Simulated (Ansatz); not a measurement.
Abridged Ansatz (a quantum-chemistry and plane-wave program) output:

```
Relaxation: its limit of steps is 50 (relax.max_steps)
Pseudopotential: In, paw, valence charge 13
Pseudopotential: N, paw, valence charge 5
Crystal: 4 atoms, lattice volume = 63.072 Å³
Basis set: ecut = 420 eV, 1227 PW (Γ), exchange–correlation on 48×48×80 points (8 copies of the dense FFT grid, shifted against one another)
Bands: 22, of which v1, the nominal top of the filled ones, is band 18 counted from 1 (17 counted from 0)
Symmetry: 1 space group operations
k-points: 364 of 726 (time reversal used)
Functional: x = pbe(κ = 0.804, μ = 0.2195149727645171), c = pbe(β = 0.06672455060314922)
SCF iter   1: F=—  HF=-11963.218757 eV  |F-HF|=—  |Δ(HF+E_count)|=         —  Δρ=2.60e-3  dr2=5.47e-3  ethr=1.77e-3  ⟨swp⟩=6.0  Hψ=36185  notcnv=0
SCF iter   2: F=—  HF=-11963.217929 eV  |F-HF|=—  |Δ(HF+E_count)|=   8.28e-4  Δρ=9.17e-4  dr2=3.06e-4  ethr=1.52e-5  ⟨swp⟩=2.0  Hψ=13231  notcnv=0
SCF 1 converged in 9 iterations: F = -11963.218096 eV  dr2 = 3.56e-11
relax step   1: F+E_penalty+E_count = -11963.21809613 eV  Δ(F+E_penalty+E_count) = +0.000e0 eV  max|allowed force component| = 2.714e-1 eV/Å  Δτ_max = 0.0000 Å  (9 SCF iters, accepted)
Crystal: 4 atoms, lattice volume = 63.072 Å³
SCF iter   1: F=—  HF=-11963.222365 eV  |F-HF|=—  |Δ(HF+E_count)|=         —  Δρ=8.51e-4  dr2=3.11e-4  ethr=8.33e-7  ⟨swp⟩=2.1  Hψ=30496  notcnv=0
SCF iter   2: F=—  HF=-11963.222279 eV  |F-HF|=—  |Δ(HF+E_count)|=   8.61e-5  Δρ=3.96e-4  dr2=7.80e-5  ethr=8.33e-7  ⟨swp⟩=2.7  Hψ=15011  notcnv=0
SCF 2 converged in 8 iterations: F = -11963.222281 eV  dr2 = 5.09e-11
relax step   2: F+E_penalty+E_count = -11963.22228131 eV  Δ(F+E_penalty+E_count) = -4.185e-3 eV  max|allowed force component| = 1.023e-1 eV/Å  Δτ_max = 0.0108 Å  (8 SCF iters, accepted)
Crystal: 4 atoms, lattice volume = 63.072 Å³
SCF iter   1: F=—  HF=-11963.223116 eV  |F-HF|=—  |Δ(HF+E_count)|=         —  Δρ=5.94e-4  dr2=1.39e-4  ethr=3.68e-6  ⟨swp⟩=2.4  Hψ=22016  notcnv=0
SCF iter   2: F=—  HF=-11963.223073 eV  |F-HF|=—  |Δ(HF+E_count)|=   4.29e-5  Δρ=2.61e-4  dr2=3.11e-5  ethr=3.86e-7  ⟨swp⟩=2.5  Hψ=16355  notcnv=0
SCF 3 converged in 8 iterations: F = -11963.223086 eV  dr2 = 3.35e-11
relax step   3: F+E_penalty+E_count = -11963.22308642 eV  Δ(F+E_penalty+E_count) = -8.051e-4 eV  max|allowed force component| = 6.102e-4 eV/Å  Δτ_max = 0.0060 Å  (8 SCF iters, accepted)
SCF converged after 8 iterations
Free energy (F): -11963.223086 eV
Internal energy: -11963.222529 eV  (E = F + TS)
E sigma→0 (E₀):  -11963.222808 eV
Entropy (-TS):   -0.000558 eV (-0.139 meV/atom)
Fermi energy:    9.377187 eV
--- Forces (eV/Å), atoms counted from 1 ---
  atom   1  In    -0.00009055     0.00015012     0.00056146
  atom   2  In     0.00060341    -0.00033501    -0.00061030
  atom   3  N     -0.00036243     0.00007515     0.00002506
  atom   4  N     -0.00015276     0.00011324     0.00002348
--- Stress (GPa, compression-positive) ---
        1.996953       0.048709      -0.833050
        0.048709       3.218832       1.198285
       -0.833050       1.198285       1.789280
  P = ⅓ Tr σ = 2.3350 GPa (23.350 kbar)
--- Relaxed structure (3 steps of the walk, 3 accepted, 0 SCFs on fresh bases) ---
  atoms:
    - { symbol: In, position: [0.6673565000893407, 0.3319183293835116, 0.501285886767214] }
    - { symbol: In, position: [0.33293586488406585, 0.6630811506818342, 0.0012770847632181744] }
    - { symbol: N, position: [0.6679258506756964, 0.33845194913276133, 0.12394863101072841] }
    - { symbol: N, position: [0.3317817843508967, 0.6665485708018923, 0.6238883974588395] }
```

### Question
What was computed, and what are the main results?

### Answer
InN, 4 atoms in the cell, with PBE (Ansatz; PAW; 420 eV plane waves; spin-orbit coupling left out). The last SCF converged to F = -11963.223086 eV, or -2990.8058 eV per atom, at a pressure of 2.33 GPa. The total energy compares only with runs of the same code, potentials and settings.

The cells carry an imposed strain or load. Stability against distortions was not tested. All final runs are without spin polarisation. The cell was made from InN in the wurtzite structure (space group P6_3mc, No. 186) by this change: strain tensor (xx, yy, zz, yz, xz, xy) = (−0.21, −1.41, −0.21, −1.32, +0.88, −0.01) %.

Keys are those of Ansatz 0.2.
